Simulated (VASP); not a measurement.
## VASP 6.6.1 run: Si

INCAR

```
ISIF = 2
SIGMA = 0.01
IBRION = -1
LASPH = .TRUE.
ISYM = 0
NBANDS = 8
LCHARG = .FALSE.
METAGGA = R2SCAN
LREAL = .FALSE.
LWAVE = .FALSE.
ENCUT = 520
EDIFF = 1E-7
NELM = 120
PREC = Accurate
ISMEAR = 0
ALGO = Normal
NSW = 0
```

KPOINTS

```
KPOINTS created by Atomic Simulation Environment
0
Gamma
4 4 4
0 0 0
```

POSCAR

```
Si
 1.0000000000000000
    -0.0000000000000000    2.7221188956873603    2.7221188956873603
     2.7221188956873603   -0.0000000000000000    2.7221188956873603
     2.7221188956873603    2.7221188956873603   -0.0000000000000000
 Si
   2
Cartesian
  0.0000000000000000 -0.0000000000000000 -0.0000000000000000
  1.3610594478436802  1.3610594478436802  1.3610594478436802
```

The recommended PBE PAW datasets give the neutral cell 8 valence electrons.

Command

```
mpirun -np 1 vasp_std
```

Task: How does this run end, and what does it give?

Result: It converged. Results: gap between bands v and c on the k mesh 0.92 eV; least direct gap on the k mesh 2.75 eV; pressure 0.4 GPa. Band v is the last that the valence electrons fill when counted band by band, and c is the next.

OSZICAR

```
N       E                     dE             d eps       ncg     rms          rms(c)
DAV:   1     0.104120671755E+01    0.10412E+01   -0.34274E+03   576   0.801E+02
DAV:   2    -0.182365132159E+02   -0.19278E+02   -0.18275E+02   880   0.862E+01
DAV:   3    -0.185408738182E+02   -0.30436E+00   -0.30436E+00   768   0.128E+01
DAV:   4    -0.185419815591E+02   -0.11077E-02   -0.11077E-02   840   0.901E-01
DAV:   5    -0.185419846768E+02   -0.31177E-05   -0.31177E-05   768   0.362E-02    0.607E+00
DAV:   6    -0.173793193953E+02    0.11627E+01   -0.14686E-01   648   0.297E+00    0.419E+00
DAV:   7    -0.173729039132E+02    0.64155E-02   -0.17401E-01   600   0.265E+00    0.349E-01
DAV:   8    -0.173720602049E+02    0.84371E-03   -0.47238E-03   624   0.518E-01    0.370E-01
DAV:   9    -0.173722110281E+02   -0.15082E-03   -0.33663E-04   864   0.195E-01    0.576E-02
DAV:  10    -0.173722272470E+02   -0.16219E-04   -0.51221E-06   672   0.231E-02    0.616E-03
DAV:  11    -0.173722322623E+02   -0.50152E-05   -0.89585E-07   720   0.872E-03    0.228E-03
DAV:  12    -0.173722322625E+02   -0.19509E-09   -0.18310E-08   504   0.134E-03
   1 F= -.17372232E+02 E0= -.17372232E+02  d E =-.525471E-12
```

These settings aren't sound, so the numbers aren't properties of the crystal.

On sound settings r²SCAN gives a gap of 0.83 eV on its mesh and a pressure of -0.2 GPa for the intended cell.
